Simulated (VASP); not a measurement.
# Re (P6_3/mmc) in VASP: a series of runs, part 2 of 2

VASP 6.6.1. Earlier steps stand in the parts before.

## 4. Relaxation of cell and atoms, PBE+dDsC, spin-orbit coupling, no magnetisation (volume scaled by 0.88)

File run.py:

```python
from ase import Atoms
from ase.calculators.vasp import Vasp
from ase.filters import FrechetCellFilter
from ase.optimize import LBFGS

atoms = Atoms(
    ['Re', 'Re'],
    cell=[[2.6456303883, 0.0, 0.0], [-1.3228151941, 2.2911831253, 0.0], [0.0, 0.0, 4.2722216014]],
    scaled_positions=[[0.6666666667, 0.3333333333, 0.75], [0.3333333333, 0.6666666667, 0.25]],
    pbc=True,
)
calc = Vasp(
    directory='calc',
    xc='pbe',
    pp='PBE',
    setups='minimal',
    prec='Accurate',
    encut=580,
    ediff=1e-06,
    ismear=1,
    sigma=0.1,
    lreal=False,
    lasph=True,
    nelm=60,
    algo='Fast',
    isif=2,
    lwave=False,
    lcharg=False,
    lorbit=11,
    lsorbit=True,
    gga_compat=False,
    lmaxmix=4,
    ivdw=4,
    kpts=[8, 8, 5],
    gamma=True,
)
atoms.calc = calc
opt = LBFGS(FrechetCellFilter(atoms), trajectory='relax.traj')
converged = opt.run(fmax=0.02, steps=40)
print('converged:', converged)

print('energy (eV):', atoms.get_potential_energy())
print('free energy (eV):', atoms.get_potential_energy(force_consistent=True))
print('forces (eV/A):')
print(atoms.get_forces())
print('stress (eV/A^3, Voigt):', atoms.get_stress())
print('Fermi level (eV):', calc.get_fermi_level())
print('cell (A, degrees):', atoms.cell.cellpar())
print('volume (A^3):', atoms.get_volume())
print('scaled positions:')
print(atoms.get_scaled_positions())
```

Potentials or basis: VASP PAW PBE potentials, release 64 (Re).

The run is started by

```bash
$ python run.py
```

What it wrote:

```text
Step     Time          Energy          fmax
LBFGS:    0 --:--:--      -25.530781        5.618406
LBFGS:    1 --:--:--      -26.286835        0.513831
LBFGS:    2 --:--:--      -26.301179        0.080562
LBFGS:    3 --:--:--      -26.302620        0.013405
converged: True
energy (eV): -26.30304064
free energy (eV): -26.30261994
forces (eV/A):
[[ 0.00311218 -0.00181136 -0.01230236]
 [-0.00311218  0.00181136  0.01230236]]
stress (eV/A^3, Voigt): [-2.09426655e-04 -1.95887111e-04  2.55740637e-04 -3.47043380e-04
  6.00022118e-04  1.23476337e-05]
Fermi level (eV): 7.85016661
cell (A, degrees): [  2.76400149   2.7640013    4.46814628  90.00515396  89.99485588
 120.00404442]
volume (A^3): 29.560843900427432
scaled positions:
[[0.66673039 0.33327011 0.7500322 ]
 [0.33326961 0.66672989 0.2499678 ]]
```

OUTCAR:

```text
ENCUT = 580.000000
   EDIFF = 1.00e-06
   GGA = PE
   PREC = Accurate
   ISIF = 2
   ISMEAR = 1
   LORBIT = 11
   NELM = 60
   IVDW = 4
   LASPH = .TRUE.
   LSORBIT = .TRUE.
   LREAL = .FALSE.
  IVDW =   4

 ion  position               nearest neighbor table
   1  0.667  0.333  0.750-   2 2.75   2 2.75   2 2.75   2 2.75   2 2.75   2 2.75
   2  0.333  0.667  0.250-   1 2.75   1 2.75   1 2.75   1 2.75   1 2.75   1 2.75

  LATTYP: Found a base centered monoclinic cell.
 ALAT       =     4.7874884028
 B/A-ratio  =     0.5773032112
 C/A-ratio  =     0.9332965234
 COS(beta)  =    -0.0001037681

  Lattice vectors:

 A1 = (  -1.3820851786,   2.3936465380,  -0.0001243709)
 A2 = (  -2.7640014869,   0.0000974974,  -0.0001241333)
 A3 = (   0.0002004863,  -0.0001161934,   4.4681462761)

Analysis of symmetry for initial positions (statically):
=====================================================================
 Subroutine PRICEL returns:
 Original cell was already a primitive cell.

 Routine SETGRP: Setting up the symmetry group for a
 base centered monoclinic supercell.

[... 905 lines left out ...]
     0.0000000     0.0000000     0.0000000     0.0000000     0.0000000     0.0000000     0.0000000
     0.0000000     0.0000000     0.0000000     0.0000000     0.0000000     0.0000000     0.0000000
     0.0000000     0.0000000     0.0000000     0.0000000     0.0000000     0.0000000     0.0000000
     0.0000000     0.0000000     0.0000000     0.0000000     0.0000000     0.0000000     0.0000000
     0.0000000     0.0000000     0.0000000     0.0000000     0.0000000     0.0000000     0.0000000

 Ion:    2  E_soc:     -0.6836453
 l=   1
     0.0000000    -0.0430146    -0.0429941
    -0.0430146     0.0000000    -0.0430135
    -0.0429941    -0.0430135     0.0000000
 l=   2
     0.0000000    -0.0136632     0.0000000    -0.0136642    -0.0567343
    -0.0136632     0.0000000    -0.0435213    -0.0143641    -0.0136646
     0.0000000    -0.0435213     0.0000000    -0.0435234     0.0000000
    -0.0136642    -0.0143641    -0.0435234     0.0000000    -0.0136653
    -0.0567343    -0.0136646     0.0000000    -0.0136653     0.0000000
 l=   3
     0.0000000     0.0000000     0.0000000     0.0000000     0.0000000     0.0000000     0.0000000
     0.0000000     0.0000000     0.0000000     0.0000000     0.0000000     0.0000000     0.0000000
     0.0000000     0.0000000     0.0000000     0.0000000     0.0000000     0.0000000     0.0000000
     0.0000000     0.0000000     0.0000000     0.0000000     0.0000000     0.0000000     0.0000000
     0.0000000     0.0000000     0.0000000     0.0000000     0.0000000     0.0000000     0.0000000
     0.0000000     0.0000000     0.0000000     0.0000000     0.0000000     0.0000000     0.0000000
     0.0000000     0.0000000     0.0000000     0.0000000     0.0000000     0.0000000     0.0000000

 total charge

# of ion       s       p       d       tot
------------------------------------------
    1        0.623   0.691   4.806   6.120
    2        0.623   0.691   4.806   6.120
--------------------------------------------------
tot          1.247   1.381   9.612  12.240

 magnetization (x)

# of ion       s       p       d       tot
------------------------------------------
    1       -0.000  -0.000   0.000   0.000
    2       -0.000  -0.000   0.000   0.000
--------------------------------------------------
tot         -0.000  -0.000   0.000   0.000

 magnetization (y)

# of ion       s       p       d       tot
------------------------------------------
    1       -0.000  -0.000   0.000   0.000
    2       -0.000  -0.000   0.000   0.000
--------------------------------------------------
tot         -0.000  -0.000   0.000   0.000

 magnetization (z)

# of ion       s       p       d       tot
------------------------------------------
    1       -0.000  -0.000   0.000   0.000
    2       -0.000  -0.000   0.000   0.000
--------------------------------------------------
tot         -0.000  -0.000   0.000   0.000
```

INCAR:

```text
ENCUT = 580.000000
SIGMA = 0.100000
EDIFF = 1.00e-06
ALGO = Fast
GGA = PE
PREC = Accurate
ISIF = 2
ISMEAR = 1
LMAXMIX = 4
LORBIT = 11
NELM = 60
IVDW = 4
LASPH = .TRUE.
LCHARG = .FALSE.
LWAVE = .FALSE.
LSORBIT = .TRUE.
GGA_COMPAT = .FALSE.
LREAL = .FALSE.
```

It took 20 min on 1 thread of Intel Xeon Platinum 8488C (Sapphire Rapids), shared host; peak memory 0.36 GiB.

Results:

* Free energy: -26.3026 eV
* Relaxed volume: 14.78 Å³/atom
* Relaxed cell: a = 2.764 Å, b = 2.764 Å, c = 4.468 Å, α = 90.01°, β = 89.99°, γ = 120.00°
* Space group after relaxing (to 0.05 Å): P6_3/mmc (No. 194)
* Energy gained by relaxing: 386.0 meV/atom
* Ionic steps: 4
* Pressure after relaxing: 0.0 GPa
* Largest force after relaxing: 0.013 eV/Å
* Valence electrons inside the program's atomic spheres: Re 6.12
* Dispersion energy per atom: -0.385 eV

Forces in eV/Å, atoms in the order of the input:
```
Re   0.003 -0.002 -0.012
Re  -0.003  0.002  0.012
```

Step by step:
```tsv
step	energy change (eV)	largest force (eV/Å)	pressure (GPa)	volume (Å³)
1	0.0000	0.0129	68.18	25.90
2	-0.7562	0.0141	5.64	29.14
3	-0.7705	0.0123	0.83	29.50
4	-0.7719	0.0128	0.01	29.56
```

Final structure:
```cif
data_structure
_symmetry_space_group_name_H-M 'P 1'
_symmetry_Int_Tables_number 1
_cell_length_a 2.7640
_cell_length_b 2.7640
_cell_length_c 4.4681
_cell_angle_alpha 90.005
_cell_angle_beta 89.995
_cell_angle_gamma 120.004
_cell_volume 29.56
loop_
_atom_site_label
_atom_site_type_symbol
_atom_site_fract_x
_atom_site_fract_y
_atom_site_fract_z
_atom_site_occupancy
Re1 Re 0.66673 0.33327 0.75003 1
Re2 Re 0.33327 0.66673 0.24997 1
```

## 5. Relaxation of cell and atoms, LDA (volume scaled by 1.04)

File run.py:

```python
from ase import Atoms
from ase.calculators.vasp import Vasp
from ase.filters import UnitCellFilter
from ase.optimize import BFGS

atoms = Atoms(
    ['Re', 'Re'],
    cell=[[2.7971304821, 0.0, 0.0], [-1.398565241, 2.4223860552, 0.0], [0.0, 0.0, 4.5168672541]],
    scaled_positions=[[0.6666666667, 0.3333333333, 0.75], [0.3333333333, 0.6666666667, 0.25]],
    pbc=True,
)
calc = Vasp(
    directory='calc',
    xc='lda',
    pp='LDA',
    setups='recommended',
    prec='Accurate',
    encut=600,
    ediff=1e-07,
    ismear=1,
    sigma=0.1,
    lreal=False,
    lasph=True,
    nelm=60,
    algo='Normal',
    isif=2,
    lwave=False,
    lcharg=False,
    kpts=[11, 11, 6],
    gamma=True,
)
atoms.calc = calc
opt = BFGS(UnitCellFilter(atoms), trajectory='relax.traj')
converged = opt.run(fmax=0.005, steps=40)
print('converged:', converged)

print('energy (eV):', atoms.get_potential_energy())
print('free energy (eV):', atoms.get_potential_energy(force_consistent=True))
print('forces (eV/A):')
print(atoms.get_forces())
print('stress (eV/A^3, Voigt):', atoms.get_stress())
print('Fermi level (eV):', calc.get_fermi_level())
print('cell (A, degrees):', atoms.cell.cellpar())
print('volume (A^3):', atoms.get_volume())
print('scaled positions:')
print(atoms.get_scaled_positions())
```

Potentials or basis: VASP PAW LDA potentials, release 64 (Re).

The run is started by

```bash
$ python run.py
```

Wall time 82 s (1 thread of Intel Xeon Platinum 8488C (Sapphire Rapids), shared host); peak memory 0.15 GiB.

The run converged. Its results:

- Free energy: -27.5274 eV
- Relaxed volume: 14.38 Å³/atom
- Relaxed cell: a = 2.741 Å, b = 2.741 Å, c = 4.421 Å, α = 90.00°, β = 90.00°, γ = 120.00°
- Space group after relaxing (to 0.05 Å): P6_3/mmc (No. 194)
- Energy gained by relaxing: 67.2 meV/atom
- Ionic steps: 5
- Pressure after relaxing: 0.0 GPa
- Band gap on the k mesh: none (metal or under the smearing width)

Step by step:
| step | energy change (eV) | largest force (eV/Å) | pressure (GPa) | volume (Å³) |
| --- | --- | --- | --- | --- |
| 1 | 0.0000 | 0.0000 | -22.20 | 30.61 |
| 2 | -0.1251 | 0.0000 | -6.43 | 29.24 |
| 3 | -0.1342 | 0.0000 | 0.79 | 28.71 |
| 4 | -0.1344 | 0.0000 | -0.02 | 28.77 |
| 5 | -0.1344 | 0.0000 | 0.00 | 28.77 |

Final structure:
```yaml
crystal:
  lattice:
    - [2.74093, 0.00000, 0.00000]
    - [-1.37046, 2.37371, 0.00000]
    - [0.00000, 0.00000, 4.42139]
  atoms:
    - { symbol: Re, position: [0.66667, 0.33333, 0.75000] }
    - { symbol: Re, position: [0.33333, 0.66667, 0.25000] }
```

Levels at points of the mesh, in eV from the Fermi level:
```
           k point  band 3  band 4  band 5  band 6  band 7  band 8  band 9  band 10  band 11
(0.00, 0.00, 0.00)   -1.70   -1.70   -1.68   -0.82   -0.82    0.12    0.12     0.78     3.42
(0.00, 0.00, 0.50)   -2.46   -2.46   -1.83   -1.83   -1.83   -1.83    2.59     2.59     2.59
```

The run has no spin-orbit coupling, so splittings on Re are missing. Zero-point motion and thermal expansion aren't in these numbers.

## 6. Overview

```csv
task,level,potentials or basis,spin,cell,k mesh,cutoff (eV),smearing,further INCAR settings,optimiser,gap on the mesh (eV),pressure (GPa),relaxed volume (Å³/atom)
single point,PBE,"VASP PAW PBE potentials, release 64 (Re)",off,as given,11 × 11 × 6,520,gaussian 0.02 eV,ALGO = Fast; EDIFF = 1e-06; NBANDS = 14,-,none,5.5,-
single point,PBE,"VASP PAW PBE potentials, release 64 (Re)",off,as given,11 × 11 × 6,520,gaussian 0.02 eV,ALGO = Normal; EDIFF = 1.00e-06,-,none,5.4,-
relaxation of cell and atoms,PBE+dDsC,"VASP PAW PBE potentials, release 64 (Re)","SOC, no magnetisation",relaxed from: volume scaled by 0.88,8 × 8 × 5,580,methfessel-paxton 0.1 eV,ALGO = Fast; EDIFF = 1.00e-06,LBFGS,-,0.0,14.78
relaxation of cell and atoms,LDA,"VASP PAW LDA potentials, release 64 (Re)",off,relaxed from: volume scaled by 1.04,11 × 11 × 6,600,methfessel-paxton 0.1 eV,ALGO = Normal; EDIFF = 1.00e-07,BFGS,none,0.0,14.38
```

Total energies depend on the potentials used, so only differences within one code and one set of settings carry meaning.
